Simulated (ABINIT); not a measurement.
# Ge (Fd-3m) in ABINIT: notebook

Runs on Ge. Level: r2SCAN. Tasks: band structure.

Everything below comes from runs of ABINIT 10.8.3 (patched build). Logs are shortened: lines on timing, memory, paths and dates and some standing lists are left out, and cuts for length are marked. The log counts tension as positive stress, the text compression.

**What was measured.**

“Electronic and optical properties of SixGe1-x-ySny alloys lattice-matched to Ge”, 2021, arxiv:2109.02782 reports, for a bulk crystal of Ge at 293 K: band gap 0.666 eV (indirect).

“Temperature-dependent photoluminescence in Ge: experiment and theory”, 2020, arxiv:2003.00143 reports, for a bulk crystal of Ge at 0 K: band gap 0.744 eV (indirect).

The runs below are set against these values where they give the same quantity.

### 1 Starting point

It takes space group Fd-3m (No. 227, cubic). The conventional cell has a = 5.658 Å, b = 5.658 Å, c = 5.658 Å, α = 90.00°, β = 90.00°, γ = 90.00°. Ge (site symmetry -43m) has 4 Ge at 2.45 Å as nearest neighbours.

### 2 Band structure, r2SCAN

File run.abi:

```
ndtset 2

pp_dirpath "./"
pseudos "Ge.GGA_PBE-ansatz.xml"

acell 7.5601949712 7.5601949712 7.5601949712
rprim
     0.0000000000     0.7071067812     0.7071067812
     0.7071067812     0.0000000000     0.7071067812
     0.7071067812     0.7071067812     0.0000000000
ntypat 1
znucl 32
natom 2
typat 1 1
xcart
     4.2433650000     4.2433650000     4.2433650000
     2.8289100000     2.8289100000     2.8289100000 Angstrom

ecut 489.804952 eV
pawecutdg 36.0
pawovlp 30

ixc -497498
usekden 1
pawxcdev 0

occopt 3
tsmear 0.00183747

nstep 100

iomode 3
prtwf 0
prteig 0
prtebands 0
prtden1 1
prtkden1 1
prtvha1 1
prtvclmb1 1
prtpot1 1

kptopt1 1
ngkpt1 8 8 8
nshiftk1 1
shiftk1 0.0 0.0 0.0
nband1 18
tolvrs1 1.0e-7

iscf2 -2
getden2 1
getkden2 1
nband2 24
nbdbuf2 4
tolwfr2 1.0e-11
kptopt2 -9
ndivsm2 6
prteig2 1
prtvol2 -3
kptbounds2
     0.0000000000     0.0000000000     0.0000000000
     0.5000000000     0.0000000000     0.5000000000
     0.5000000000     0.2500000000     0.7500000000
     0.3750000000     0.3750000000     0.7500000000
     0.0000000000     0.0000000000     0.0000000000
     0.5000000000     0.5000000000     0.5000000000
     0.6250000000     0.2500000000     0.6250000000
     0.5000000000     0.2500000000     0.7500000000
     0.5000000000     0.5000000000     0.5000000000
     0.3750000000     0.3750000000     0.7500000000
```

Potentials or basis: Ansatz PAW PBE default generated set, frozen core.

On the command line:

```bash
$ mpirun --bind-to none -np 4 abinit run.abi > log 2>&1
```

run.abo:

```text
[... set-up lines left out ...]
 ETOT  1  -176.52091152625    -1.765E+02 1.108E+00 2.303E+00
 ETOT  2  -176.88602146390    -3.651E-01 1.553E-01 7.254E-01
 ETOT  3  -176.88542662915     5.948E-04 1.218E-02 1.990E-01
 ETOT  4  -176.88436460354     1.062E-03 5.681E-02 1.713E-02
 ETOT  5  -176.88437620815    -1.160E-05 1.261E-03 2.352E-03
 ETOT  6  -176.88438144419    -5.236E-06 1.403E-03 9.278E-05
 ETOT  7  -176.88438155708    -1.129E-07 6.375E-05 7.254E-06
 ETOT  8  -176.88438153949     1.759E-08 3.867E-05 4.475E-07
 ETOT  9  -176.88438154134    -1.843E-09 2.383E-06 9.810E-08

 At SCF step    9       nres2   =  9.81E-08 < tolvrs=  1.00E-07 =>converged.

Result for kinetic energy density :

--------------------------------------------------------------------------------
 Total kinetic energy density [Ha/Bohr^3]
)     Maximum=    2.2554E-01  at reduced coord.    0.7111    0.7111    0.8667
)     Minimum=    1.3020E-03  at reduced coord.    0.0000    0.0000    0.0000
   Integrated=    8.1635E+00
--------------------------------------------------------------------------------

 Cartesian components of stress tensor (hartree/bohr^3)
  sigma(1 1)= -1.73230769E-05  sigma(3 2)=  0.00000000E+00
  sigma(2 2)= -1.73230769E-05  sigma(3 1)=  0.00000000E+00
  sigma(3 3)= -1.73230769E-05  sigma(2 1)=  0.00000000E+00

--- !ResultsGS
iteration_state: {dtset: 1, }
comment   : Summary of ground state results
lattice_vectors:
- [  0.0000000,   5.3458651,   5.3458651, ]
- [  5.3458651,   0.0000000,   5.3458651, ]
- [  5.3458651,   5.3458651,   0.0000000, ]
lattice_lengths: [   7.56019,    7.56019,    7.56019, ]
lattice_angles: [ 60.000,  60.000,  60.000, ] # degrees, (23, 13, 12)
lattice_volume:   3.0555120E+02
convergence: {deltae: -1.843E-09, res2:  9.810E-08, residm:  2.383E-06, diffor: null, }
etotal    :  -1.76884382E+02
entropy   :   0.00000000E+00
fermie    :   1.50534557E-01
cartesian_stress_tensor: # hartree/bohr^3
- [ -1.73230769E-05,   0.00000000E+00,   0.00000000E+00, ]
- [  0.00000000E+00,  -1.73230769E-05,   0.00000000E+00, ]
- [  0.00000000E+00,   0.00000000E+00,  -1.73230769E-05, ]
pressure_GPa:   5.0966E-01
xred      :
- [  7.5000E-01,   7.5000E-01,   7.5000E-01, Ge]
- [  5.0000E-01,   5.0000E-01,   5.0000E-01, Ge]
cartesian_forces: # hartree/bohr
- [ -9.57006172E-28,  -5.03687459E-29,   1.05774366E-27, ]
- [  9.57006172E-28,   5.03687459E-29,  -1.05774366E-27, ]
[... 973 lines left out ...]
lattice_angles: [ 60.000,  60.000,  60.000, ] # degrees, (23, 13, 12)
lattice_volume:   3.0555120E+02
convergence: {deltae:  0.000E+00, res2:  0.000E+00, residm:  9.973E-12, diffor:  0.000E+00, }
etotal    :  -1.76884382E+02
entropy   :   0.00000000E+00
fermie    :   1.50534557E-01
cartesian_stress_tensor: null
pressure_GPa: null
xred      :
- [  7.5000E-01,   7.5000E-01,   7.5000E-01, Ge]
- [  5.0000E-01,   5.0000E-01,   5.0000E-01, Ge]
cartesian_forces: null
force_length_stats: {min: null, max: null, mean: null, }
...

 Integrated electronic density in atomic spheres:
 ------------------------------------------------
 Atom  Sphere_radius  Integrated_density
    1        2.63806         13.32254483
    2        2.63806         13.34244160

================================================================================

 ----iterations are completed or convergence reached----

 Mean square residual over all n,k,spin=   38.075E-13; max=  99.732E-13
 reduced coordinates (array xred) for    2 atoms
       0.750000000411      0.750000000411      0.750000000411
       0.500000000411      0.500000000411      0.500000000411

 cartesian coordinates (angstrom) at end:
    1      4.24336499953536     4.24336499953536     4.24336499953536
    2      2.82891000046464     2.82891000046464     2.82891000046463
 length scales=  7.560194971200  7.560194971200  7.560194971200 bohr
              =  4.000682886028  4.000682886028  4.000682886028 angstroms
 Eigenvalues (hartree) for nkpt= 103  k points:
 kpt#   1, nband= 24, wtk=  1.00000, kpt=  0.0000  0.0000  0.0000 (reduced coord)
  -0.79302   -0.79302   -0.79302   -0.79157   -0.79157   -0.78350   -0.78350   -0.78350
  -0.78281   -0.78281   -0.34603    0.14270    0.14270    0.14270    0.15885    0.24288
   0.24288    0.24288    0.40278    0.50675    0.50675    0.56626    0.56626    0.56626
 kpt#   2, nband= 24, wtk=  1.00000, kpt=  0.0294  0.0000  0.0294 (reduced coord)
  -0.79305   -0.79303   -0.79303   -0.79155   -0.79151   -0.78363   -0.78348   -0.78348
  -0.78283   -0.78273   -0.34548    0.12727    0.13999    0.13999    0.17409    0.24123
   0.24629    0.24629    0.40564    0.49717    0.50732    0.56737    0.56737    0.57354
 kpt#   3, nband= 24, wtk=  1.00000, kpt=  0.0588  0.0000  0.0588 (reduced coord)
  -0.79312   -0.79307   -0.79307   -0.79149   -0.79133   -0.78392   -0.78342   -0.78342
  -0.78288   -0.78257   -0.34385    0.10587    0.13282    0.13282    0.19478    0.23665
   0.25559    0.25559    0.41388    0.47723    0.50903    0.57068    0.57068    0.58693
 kpt#   4, nband= 24, wtk=  1.00000, kpt=  0.0882  0.0000  0.0882 (reduced coord)
  -0.79321   -0.79313   -0.79313   -0.79140   -0.79107   -0.78427   -0.78333   -0.78333
  -0.78297   -0.78242   -0.34112    0.08408    0.12298    0.12298    0.21498    0.22998
   0.26893    0.26893    0.42662    0.45546    0.51189    0.57623    0.57623    0.59954
 kpt#   5, nband= 24, wtk=  1.00000, kpt=  0.1176  0.0000  0.1176 (reduced coord)
[... 381 lines left out ...]
  -0.78142   -0.78086   -0.23666   -0.15274   -0.01510    0.05502    0.20673    0.34742
   0.37735    0.37861    0.47091    0.51888    0.61327    0.68078    0.73101    0.80009
 kpt# 101, nband= 24, wtk=  1.00000, kpt=  0.4000  0.4000  0.7000 (reduced coord)
  -0.79498   -0.79434   -0.79103   -0.78808   -0.78803   -0.78760   -0.78636   -0.78485
  -0.78137   -0.78079   -0.22857   -0.15885   -0.02161    0.04961    0.20201    0.34474
   0.38450    0.39846    0.46378    0.51533    0.64430    0.68978    0.74799    0.78321
 kpt# 102, nband= 24, wtk=  1.00000, kpt=  0.3875  0.3875  0.7250 (reduced coord)
  -0.79500   -0.79435   -0.79096   -0.78826   -0.78776   -0.78743   -0.78664   -0.78491
  -0.78134   -0.78076   -0.22041   -0.16636   -0.02391    0.04495    0.19774    0.32530
   0.40877    0.41663    0.45895    0.51604    0.66860    0.70135    0.76214    0.76893
 kpt# 103, nband= 24, wtk=  1.00000, kpt=  0.3750  0.3750  0.7500 (reduced coord)
  -0.79497   -0.79436   -0.79094   -0.78865   -0.78754   -0.78707   -0.78682   -0.78494
  -0.78133   -0.78077   -0.21404   -0.17290   -0.02250    0.04119    0.19432    0.30552
   0.42706    0.43068    0.46310    0.52318    0.67264    0.71886    0.76220    0.76565

== END DATASET(S) ==============================================================
================================================================================

 -outvars: echo values of variables after computation  --------
            acell      7.5601949712E+00  7.5601949712E+00  7.5601949712E+00 Bohr
           etotal1    -1.7688438154E+02
            fcart1    -9.5700617174E-28 -5.0368745881E-29  1.0577436635E-27
                       9.5700617174E-28  5.0368745881E-29 -1.0577436635E-27
            rprim      0.0000000000E+00  7.0710678120E-01  7.0710678120E-01
                       7.0710678120E-01  0.0000000000E+00  7.0710678120E-01
                       7.0710678120E-01  7.0710678120E-01  0.0000000000E+00
           strten1    -1.7323076921E-05 -1.7323076921E-05 -1.7323076921E-05
                       0.0000000000E+00  0.0000000000E+00  0.0000000000E+00
           xangst      4.2433649995E+00  4.2433649995E+00  4.2433649995E+00
                       2.8289100005E+00  2.8289100005E+00  2.8289100005E+00
             xred      7.5000000041E-01  7.5000000041E-01  7.5000000041E-01
                       5.0000000041E-01  5.0000000041E-01  5.0000000041E-01
 Calculation completed.
```

Run time: 59 s. Hardware: 4 MPI ranks of Intel Xeon 6975P-C (Granite Rapids), shared host; peak memory 0.96 GiB.

Results:

```
Free energy             : -4813.2692 eV
Pressure                : 0.5 GPa
Band gap on the k mesh  : 0.44 eV, direct
Band gap along the path : 0.44 eV, direct
```

Levels at the corners of the path, in eV from the valence-band top:
| point | band 11 | band 12 | band 13 | band 14 | band 15 | band 16 | band 17 | band 18 |
| --- | --- | --- | --- | --- | --- | --- | --- | --- |
| Γ | -13.30 | 0.00 | 0.00 | 0.00 | 0.44 | 2.73 | 2.73 | 2.73 |
| X | -9.21 | -9.21 | -3.22 | -3.22 | 0.98 | 0.98 | 10.13 | 10.13 |
| W | -9.11 | -9.11 | -4.05 | -4.05 | 4.70 | 4.70 | 5.06 | 5.06 |
| K | -9.71 | -8.59 | -4.50 | -2.76 | 1.40 | 4.43 | 7.74 | 7.84 |
| Γ | -13.30 | 0.00 | 0.00 | 0.00 | 0.44 | 2.73 | 2.73 | 2.73 |
| L | -11.10 | -7.86 | -1.48 | -1.48 | 0.46 | 4.00 | 4.00 | 7.68 |
| U | -9.71 | -8.59 | -4.50 | -2.76 | 1.40 | 4.43 | 7.74 | 7.84 |
| W | -9.11 | -9.11 | -4.05 | -4.05 | 4.70 | 4.70 | 5.06 | 5.06 |
| L | -11.10 | -7.86 | -1.48 | -1.48 | 0.46 | 4.00 | 4.00 | 7.68 |
| K | -9.71 | -8.59 | -4.50 | -2.76 | 1.40 | 4.43 | 7.74 | 7.84 |

Caveat: totals of a meta-GGA on PAW files have another zero than those of a GGA; the PAW data sets were made with another functional, which shifts forces and pressure a little; the atomic spheres overlap.

### 3 Band structure, r2SCAN

run.abi: that of step 2 with these lines changed.

```diff
@@ -3,3 +3,3 @@
 pp_dirpath "./"
-pseudos "Ge.GGA_PBE-ansatz.xml"
+pseudos "Ge.GGA_PBE-JTH.xml"
 
@@ -18,5 +18,4 @@
 
-ecut 489.804952 eV
-pawecutdg 36.0
-pawovlp 30
+ecut 707.496042 eV
+pawecutdg 48.0
```

Potentials or basis: JTH PAW PBE v2.0.

On the command line:

```bash
$ mpirun --bind-to none -np 4 abinit run.abi > log 2>&1
```

Wall time 85 s (4 MPI ranks of Intel Xeon 6975P-C (Granite Rapids), shared host); peak memory 0.56 GiB.

Results (log left out):

```yaml
Free_energy: -4810.7024 eV
Pressure: 0.9 GPa
Band_gap_on_the_k_mesh: 0.40 eV, direct
Band_gap_along_the_path: 0.40 eV, direct
Valence_electrons_inside_the_program's_atomic_spheres: Ge 12.39 (radii [1.2196] Å)
```

Levels at the corners of the path, in eV from the valence-band top:
| point | band 12 | band 13 | band 14 | band 15 | band 16 | band 17 |
| --- | --- | --- | --- | --- | --- | --- |
| Γ | 0.00 | 0.00 | 0.00 | 0.40 | 2.73 | 2.73 |
| X | -9.23 | -3.24 | -3.24 | 0.99 | 0.99 | 10.11 |
| W | -9.13 | -4.07 | -4.07 | 4.69 | 4.69 | 5.08 |
| K | -8.61 | -4.52 | -2.78 | 1.41 | 4.43 | 7.72 |
| Γ | 0.00 | 0.00 | 0.00 | 0.40 | 2.73 | 2.73 |
| L | -7.89 | -1.49 | -1.49 | 0.45 | 4.02 | 4.02 |
| U | -8.61 | -4.52 | -2.78 | 1.41 | 4.43 | 7.72 |
| W | -9.13 | -4.07 | -4.07 | 4.69 | 4.69 | 5.08 |
| L | -7.89 | -1.49 | -1.49 | 0.45 | 4.02 | 4.02 |
| K | -8.61 | -4.52 | -2.78 | 1.41 | 4.43 | 7.72 |

Caveat: totals of a meta-GGA on PAW files have another zero than those of a GGA; the PAW data sets were made with another functional, which shifts forces and pressure a little.

### 4 Band structure, r2SCAN

run.abi: that of step 3 with these lines changed.

```diff
@@ -3,3 +3,3 @@
 pp_dirpath "./"
-pseudos "Ge.GGA_PBE-JTH.xml"
+pseudos "Ge_ONCV_PBE-1.2.upf"
 
@@ -19,3 +19,2 @@
 ecut 707.496042 eV
-pawecutdg 48.0
 
@@ -23,3 +22,2 @@
 usekden 1
-pawxcdev 0
 
@@ -39,2 +37,3 @@
 prtpot1 1
+prtelf1 1
 
@@ -45,3 +44,3 @@
 nband1 18
-tolvrs1 1.0e-7
+tolvrs1 1.0e-9
```

Potentials or basis: SG15 NC PBE v1.2.

On the command line:

```bash
$ mpirun --bind-to none -np 4 abinit run.abi > log 2>&1
```

Wall time 67 s (4 MPI ranks of Intel Xeon 6975P-C (Granite Rapids), shared host); peak memory 0.44 GiB.

It converged, with:

| Property | Result |
| --- | --- |
| Free energy | -3828.0693 eV |
| Pressure | -1.9 GPa |
| Band gap on the k mesh | none (metal or under the smearing width) |
| Valence electrons inside the program's atomic spheres | Ge 11.57 (radii [1.0584] Å) |

Levels at the corners of the path, in eV from the Fermi level:
```tsv
point	band 12	band 13	band 14	band 15	band 16	band 17
Γ	-0.21	-0.03	-0.03	-0.03	2.76	2.76
X	-9.38	-3.24	-3.24	1.01	1.01	9.94
W	-9.29	-4.04	-4.04	4.54	4.54	5.18
K	-8.76	-4.48	-2.78	1.41	4.40	7.55
Γ	-0.21	-0.03	-0.03	-0.03	2.76	2.76
L	-7.97	-1.51	-1.51	0.20	4.10	4.10
U	-8.76	-4.48	-2.78	1.41	4.40	7.55
W	-9.29	-4.04	-4.04	4.54	4.54	5.18
L	-7.97	-1.51	-1.51	0.20	4.10	4.10
K	-8.76	-4.48	-2.78	1.41	4.40	7.55
```

Caveat: the potentials were made for another functional, which shifts forces and pressure.

### 5 Band structure, r2SCAN

run.abi: that of step 4 with these lines changed.

```diff
@@ -3,3 +3,3 @@
 pp_dirpath "./"
-pseudos "Ge_ONCV_PBE-1.2.upf"
+pseudos "Ge.upf"
 
@@ -18,3 +18,3 @@
 
-ecut 707.496042 eV
+ecut 1306.146540 eV
 
@@ -22,2 +22,4 @@
 usekden 1
+nc_xccc_gspace 1
+boxcutmin 3.0
 
@@ -37,3 +39,2 @@
 prtpot1 1
-prtelf1 1
```

Potentials or basis: PseudoDojo NC SR PBE v0.4.1 standard.

On the command line:

```bash
$ mpirun --bind-to none -np 4 abinit run.abi > log 2>&1
```

Wall time 8.8 min (4 MPI ranks of Intel Xeon 6975P-C (Granite Rapids), shared host); peak memory 0.92 GiB.

Results (log left out):

| Item | Value |
| --- | --- |
| Free energy | -4922.2039 eV |
| Pressure | -0.3 GPa |
| Band gap on the k mesh | 0.09 eV, direct |
| Band gap along the path | 0.09 eV, direct |
| Valence electrons inside the program's atomic spheres | Ge 11.58 (radii [1.0584] Å) |

Levels at the corners of the path, in eV from the valence-band top:
```csv
point,band 11,band 12,band 13,band 14,band 15,band 16,band 17,band 18
Γ,-13.36,0.00,0.00,0.00,0.09,2.75,2.75,2.75
X,-9.30,-9.30,-3.21,-3.21,1.01,1.01,10.02,10.02
W,-9.20,-9.20,-4.02,-4.02,4.63,4.63,5.14,5.14
K,-9.80,-8.68,-4.46,-2.75,1.42,4.43,7.65,7.83
Γ,-13.36,0.00,0.00,0.00,0.09,2.75,2.75,2.75
L,-11.19,-7.91,-1.48,-1.48,0.33,4.07,4.07,7.74
U,-9.80,-8.68,-4.46,-2.75,1.42,4.43,7.65,7.83
W,-9.20,-9.20,-4.02,-4.02,4.63,4.63,5.14,5.14
L,-11.19,-7.91,-1.48,-1.48,0.33,4.07,4.07,7.74
K,-9.80,-8.68,-4.46,-2.75,1.42,4.43,7.65,7.83
```

Caveat: a meta-GGA on potentials with a model core is unreliable; the potentials were made for another functional, which shifts forces and pressure. r2SCAN opens gaps a little over a GGA but as a rule still falls short of measured ones.

### 6 Summary

```csv
potentials or basis,cutoff (eV),fine-grid cutoff,gap on the mesh (eV),pressure (GPa)
"Ansatz PAW PBE default generated set, frozen core",490,979.61 eV,0.44,0.5
JTH PAW PBE v2.0,707,1306.15 eV,0.40,0.9
SG15 NC PBE v1.2,707,-,none,-1.9
PseudoDojo NC SR PBE v0.4.1 standard,1306,-,0.09,-0.3
```

Alike in all rows: task band structure; level r2SCAN; no spin polarisation; cell as given; k mesh 8 × 8 × 8; smearing fermi-dirac 0.05 eV.

Caveats: totals of a meta-GGA on PAW files have another zero than those of a GGA (some runs); the PAW data sets were made with another functional, which shifts forces and pressure a little (some runs); the potentials were made for another functional, which shifts forces and pressure (some runs); the atomic spheres overlap (some runs); a meta-GGA on potentials with a model core is unreliable (some runs).

Absolute energies hang on the potentials; compare differences alone.

### 7 Against experiment

Step 2. Measured gap of Ge: 0.666 eV (indirect; 293 K; “Electronic and optical properties of SixGe1-x-ySny alloys lattice-matched to Ge”, 2021, arxiv:2109.02782). This calculation gives 0.44 eV (-0.23 eV). 3 values of this kind are on record (0.666 to 0.807 eV); this one was drawn at random among those near their median. Spin-orbit coupling on Ge is left out. The value is that of r2SCAN, without temperature or zero-point motion.

Step 3. A measured gap of Ge is 0.744 eV (indirect; 0 K; “Temperature-dependent photoluminescence in Ge: experiment and theory”, 2020, arxiv:2003.00143); the calculated 0.40 eV misses it by -0.35 eV. 3 values of this kind are on record (0.666 to 0.807 eV); this one was drawn at random among those near their median. Spin-orbit coupling on Ge is left out. The value is that of r2SCAN, without temperature or zero-point motion.
